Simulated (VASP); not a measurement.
The system is TePt.

```xyz
2
Lattice="3.9549 0.0000 0.0000 -1.9774 3.4250 0.0000 0.0000 0.0000 3.8598" Properties=species:S:1:pos:R:3 pbc="T T T"
Pt    0.0000    0.0000    0.0000
Te    1.9774    1.1417    1.9299
```

Measurements of this composition are mostly on another form, of space group No. 166.

Base run:

- Program: VASP 6.6.1
- Functional: PBE
- Potentials or basis: VASP PAW PBE potentials, release 64 (Pt, Te)
- Cutoff: 520 eV
- k mesh: 6 × 6 × 5
- Occupations: gaussian, width 0.05 eV
- Spin: collinear spin, ferromagnetic start
- Starting moments: [0.5, 0.0] μB
- Fixed moment: 0 μB
- Hubbard terms: Pt d U = 7 eV

Its results: pressure -13.5 GPa.

The run is repeated on the same cell with these changes: hubbard terms from Pt d U = 7 eV to Pt d U = 4 eV; further incar settings from ALGO = Fast; EDIFF = 1e-07 to ALGO = Normal; EDIFF = 1e-06; NBANDS = 19. What comes out?

Pressure -12.5 GPa.

Caveats: the total moment is fixed, so each spin has its own Fermi level; the U is typed as a test and isn't derived for this compound.
